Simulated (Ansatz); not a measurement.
CdS in the zincblende structure (r2SCAN geometry), in Ansatz:

```
Cd S
1.0
     0.00000    2.93921    2.93921
     2.93921    0.00000    2.93921
     2.93921    2.93921    0.00000
Cd S
1 1
Cartesian
  0.0000 0.0000 0.0000
  1.4696 1.4696 1.4696
```

G0W0@PBE with 191 empty bands, a screening cutoff of 140 eV and a 4×4×4 mesh (PAW, contour deformation) gives 1.751 eV over the mesh points, from a PBE gap of 1.084 eV; it sums over 204 bands with 181 plane waves in the screening and a wave cutoff of 420 eV. The G0W0 figures hold for the stated bands, cutoff and mesh and aren't extrapolated. No spin polarisation and no zero-point or thermal motion.

(1) Estimate the gap with empty bands 82, screening cutoff 80 eV.

(2) Another run gave a Kohn-Sham gap of 1.084 eV and a G0W0 gap of 1.754 eV, summing over 204 bands with 181 plane waves in the screening and a wave cutoff of 1071 eV. What was changed?

(3) Estimate the gap with starting point r2SCAN.

(4) Estimate the gap with starting point HSE06.

Results:

(1) 1.692 eV (-0.059 eV), from a Kohn-Sham gap of 1.084 eV.

(2) Potentials of the kind norm-conserving. The wave cutoff gives it away.

(3) 2.091 eV (+0.340 eV), from a Kohn-Sham gap of 1.532 eV.

(4) 2.416 eV (+0.665 eV), from a Kohn-Sham gap of 2.118 eV.

The runs are scalar-relativistic, without spin-orbit coupling.

With a shallow d shell on the cation, G0W0 converges slowly in bands and cutoff, so these values are in doubt.
